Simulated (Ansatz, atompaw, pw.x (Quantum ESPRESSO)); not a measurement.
What a changed setting does to a pw.x run (bcc Pt)

Potential: PAW, atompaw 4.2.0.5, PBE; core [Xe] 4f14, reference 5d9 6s1 6p0; waves: 6s (bound): rc 2.45 bohr; 6s channel at 0.5 Ry: rc 2.45 bohr; 6p (bound, empty): rc 3.00 bohr; 6p channel at 1.65 Ry: rc 3.00 bohr; 5d (bound): rc 1.50 bohr; 5d channel at 1.35 Ry: rc 1.50 bohr; local part: bessel scheme, radius 2.10 bohr; core correction: smooth core density matched at 2.25 bohr; augmentation: sinc compensation charge, radius 2.45 bohr; PAW radius 3.00 bohr; waves and projectors: custom rrkj gramschmidtortho.

The reference run (k-mesh 15³, cutoffs 100/900 Ry, Fermi–Dirac 0.01 Ry, mixing_beta 0.4, conv_thr 1e-9, no spin) gives 2.00 GPa at 15.859 Å³/atom, where all-electron LAPW gives -0.19 GPa. This run, with its own iteration cap, changes k-mesh shift to 1.

```
&control
  calculation='scf', prefix='x', pseudo_dir='./', outdir='./tmp', tstress=.true., disk_io='none'
/
&system
  ibrav=0, nat=1, ntyp=1, ecutwfc=100, ecutrho=900, nbnd=12,
  occupations='smearing', smearing='fd', degauss=0.01
/
&electrons
  conv_thr=1e-09, mixing_beta=0.4, electron_maxstep=50
/
ATOMIC_SPECIES
Pt 1.0 Pt.UPF
CELL_PARAMETERS angstrom
  -1.58272430 1.58272430 1.58272430
  1.58272430 -1.58272430 1.58272430
  1.58272430 1.58272430 -1.58272430
ATOMIC_POSITIONS crystal
Pt 0.0000 0.0000 0.0000
K_POINTS automatic
15 15 15 1 1 1
```

```bash
pw.x < Pt.scf.in > Pt.scf.out
```

Problem. How does the run end?

Solution. It converges in 7 iterations; the free energy moves by +7.3 meV/atom and the pressure by +0.31 GPa.

```
Message from routine setup:
     using ibrav=0 with symmetry is DISCOURAGED, use correct ibrav instead
     lattice parameter (alat)  =       5.1804  a.u.
     unit-cell volume          =     107.0218 (a.u.)^3
     number of electrons       =        10.00
     number of Kohn-Sham states=           12
     kinetic-energy cutoff     =     100.0000  Ry
     charge density cutoff     =     900.0000  Ry
     scf convergence threshold =      1.0E-09
     Exchange-correlation= SLA PW PBX PBC
     number of k points=   120  Fermi-Dirac smearing, width (Ry)=  0.0100
     negative rho (up, down):  1.893E-03 0.000E+00
     iteration #  1     ecut=   100.00 Ry     beta= 0.40
     negative rho (up, down):  2.463E-03 0.000E+00
     total energy              =    -747.28074416 Ry
     estimated scf accuracy    <       0.11564200 Ry
     iteration #  2     ecut=   100.00 Ry     beta= 0.40
     negative rho (up, down):  2.874E-03 0.000E+00
     total energy              =    -747.29167364 Ry
     estimated scf accuracy    <       0.00427338 Ry
     iteration #  3     ecut=   100.00 Ry     beta= 0.40
     negative rho (up, down):  3.296E-03 0.000E+00
     total energy              =    -747.29162284 Ry
     estimated scf accuracy    <       0.00032703 Ry
     iteration #  4     ecut=   100.00 Ry     beta= 0.40
     negative rho (up, down):  3.286E-03 0.000E+00
     total energy              =    -747.29163806 Ry
     estimated scf accuracy    <       0.00000067 Ry
     iteration #  5     ecut=   100.00 Ry     beta= 0.40
     negative rho (up, down):  3.288E-03 0.000E+00
     total energy              =    -747.29163826 Ry
     estimated scf accuracy    <       0.00000018 Ry
     iteration #  6     ecut=   100.00 Ry     beta= 0.40
     negative rho (up, down):  3.289E-03 0.000E+00
     total energy              =    -747.29163827 Ry
     estimated scf accuracy    <       0.00000005 Ry
     iteration #  7     ecut=   100.00 Ry     beta= 0.40
     negative rho (up, down):  3.288E-03 0.000E+00
     the Fermi energy is    16.4099 ev
!    total energy              =    -747.29163828 Ry
     estimated scf accuracy    <          4.6E-11 Ry
     smearing contrib. (-TS)   =      -0.00535548 Ry
     The total energy is F=E-TS. E is the sum of the following terms:
     one-electron contribution =      17.63190207 Ry
     hartree contribution      =       4.41619007 Ry
     xc contribution           =     -10.66945711 Ry
     ewald contribution        =     -60.83811965 Ry
     one-center paw contrib.   =    -697.82679818 Ry
     convergence has been achieved in   7 iterations
     negative rho (up, down):  3.288E-03 0.000E+00
          total   stress  (Ry/bohr**3)                   (kbar)     P=       23.08
     Message from routine punch:
     Nothing written, as per user request (disk_io='none')
```

The run took about 19 s on one core of a shared host (Intel(R) Xeon(R) 6975P-C, 192 threads, 378 GiB, load 33).
